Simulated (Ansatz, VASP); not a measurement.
# One calculation of Pd, two programs

```
Pd
1.0
     2.10518   -3.56789    0.00000
     2.10518    3.56789    0.00000
     0.00000    0.00000    4.21596
Pd
4
Direct
  0.15250 0.84750 0.07850
  0.65250 0.34750 0.42150
  0.84750 0.15250 0.92150
  0.34750 0.65250 0.57850
```

Alike in both runs: task relaxation of cell and atoms; functional PBE; k mesh 6 × 6 × 4; occupations gaussian, width 0.1 eV; no spin polarisation.

|  | VASP | Ansatz |
| --- | --- | --- |
| version | VASP 6.6.1 | Ansatz 0.2.0 |
| potentials or method | VASP PAW PBE potentials, release 64 (Pd) | scalar-relativistic, plane waves, PAW |
| plane-wave cutoff (eV) | 600 | 420 |
| valence electrons in the cell | 40 | 72 |

```csv
,VASP,Ansatz,Ansatz less VASP
"gap on the k mesh at the Fermi level, each at its own relaxed structure (eV)",none,none,-
relaxed volume (Å³/atom),16.68,16.71,+0.026
relaxed cell length with the largest relative difference (Å),3.895,3.772,-0.1226
energy change over the relaxation (meV/atom),-568,-584,-15.6
```

A gap of «none» marks a metal or a gap that the smearing closes. The two sets of potentials don't hold the same shells in valence.

Caveats: the k mesh is coarse (spacing up to 0.37 Å⁻¹), so the values aren't converged.
